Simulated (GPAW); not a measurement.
Here is a GPAW 26.7.0 calculation.

The input run.py:

```python
from ase.dft.bandgap import bandgap
from ase.io import read, write
from ase.units import GPa
from gpaw import GPAW, PW

atoms = read('Os.cif')

calc = GPAW(mode=PW(600),
            xc='PBE',
            kpts={'size': (6, 6, 3), 'gamma': True},
            occupations={'name': 'fermi-dirac', 'width': 0.05},
            nbands=27,
            convergence={'density': 1e-05, 'energy': 1e-05},
            maxiter=60,
            txt='gpaw.txt')
atoms.calc = calc
energy = atoms.get_potential_energy()
forces = atoms.get_forces()
stress = atoms.get_stress()
calc.write('gs.gpw')
write('result.traj', atoms)
print(f'Energy: {energy:.6f} eV')
print('Forces (eV/A):')
print(forces.round(4))
print('Stress (GPa):', (stress / GPa).round(3))
print('Fermi level:', round(calc.get_fermi_level(), 4), 'eV')
print(f'Gap: {bandgap(calc)[0]:.4f} eV, direct: {bandgap(calc, direct=True)[0]:.4f} eV')
```

Os.cif

```cif
data_Os
_cell_length_a 2.73410000
_cell_length_b 2.73410000
_cell_length_c 4.31970000
_cell_angle_alpha 90.00000000
_cell_angle_beta 90.00000000
_cell_angle_gamma 120.00000000
_space_group_name_H-M_alt 'P6_3/mmc'
_space_group_name_Hall '-P 6c 2c'
_space_group_IT_number 194
loop_
_space_group_symop_operation_xyz
'x,y,z'
'-x,-y,-z'
'x-y,x,z+1/2'
'-x+y,-x,-z+1/2'
'-y,x-y,z'
'y,-x+y,-z'
'-x,-y,z+1/2'
'x,y,-z+1/2'
'-x+y,-x,z'
'x-y,x,-z'
'y,-x+y,z+1/2'
'-y,x-y,-z+1/2'
'-y,-x,-z+1/2'
'y,x,z+1/2'
'-x,-x+y,-z'
'x,x-y,z'
'-x+y,y,-z+1/2'
'x-y,-y,z+1/2'
'y,x,-z'
'-y,-x,z'
'x,x-y,-z+1/2'
'-x,-x+y,z+1/2'
'x-y,-y,-z'
'-x+y,y,z'
loop_
_atom_site_label
_atom_site_type_symbol
_atom_site_symmetry_multiplicity
_atom_site_Wyckoff_symbol
_atom_site_fract_x
_atom_site_fract_y
_atom_site_fract_z
_atom_site_occupancy
Os1 Os 2 c 0.6666666667 0.3333333333 0.7500000000 1
```

Potentials or basis: GPAW PAW data sets (gpaw-data 1.2.1), pw.

Launch:

```bash
$ OMP_NUM_THREADS=1 python run.py
```

Task: Predict the band gap on the k mesh.

Result: None (metal or under the smearing width).

Task: Estimate the pressure.

Result: 7.2 GPa.

Stress tensor (GPa, compression positive):
```
8.47 0.00 0.00
0.00 8.47 0.00
0.00 0.00 4.71
```

Caveat: the k mesh is coarse (spacing up to 0.48 Å⁻¹), so the values aren't converged. Spin-orbit coupling is left out, which matters for the levels of Os.
